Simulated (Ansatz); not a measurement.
Input:

```
BeO
1.0
    2.74564     0.00000     0.00000
   -1.37282     2.33003     0.00000
    0.00000     0.00000     4.36988
Be O
2 2
Direct
  0.66675   0.33351   0.00189
  0.33325   0.66649   0.50189
  0.66823   0.33647   0.62331
  0.33177   0.66353   0.12331
```

No spin polarisation.

Method: Ansatz (an electronic-structure program) r2SCAN, without spin-orbit coupling. Settings: 14×14×8 k-points, 0.05 eV Fermi–Dirac smearing.

Q: Estimate the electron mass.

A: 0.60 mₑ along y, 0.55 mₑ across (at Γ).

Q: What is the computed gap character?

A: Direct at Γ.

Q: Predict the space group.

A: Cmc2_1 (No. 36).

Q: Estimate the band gap.

A: 8.29 eV.

The cells carry an imposed strain or load. Effective masses come from finite differences of ±0.01 Å⁻¹. Stability against distortions was not tested. The cell was made from BeO in the wurtzite structure (space group P6_3mc, No. 186) by this change: uniaxial strain ε_xx = +2.05 %.
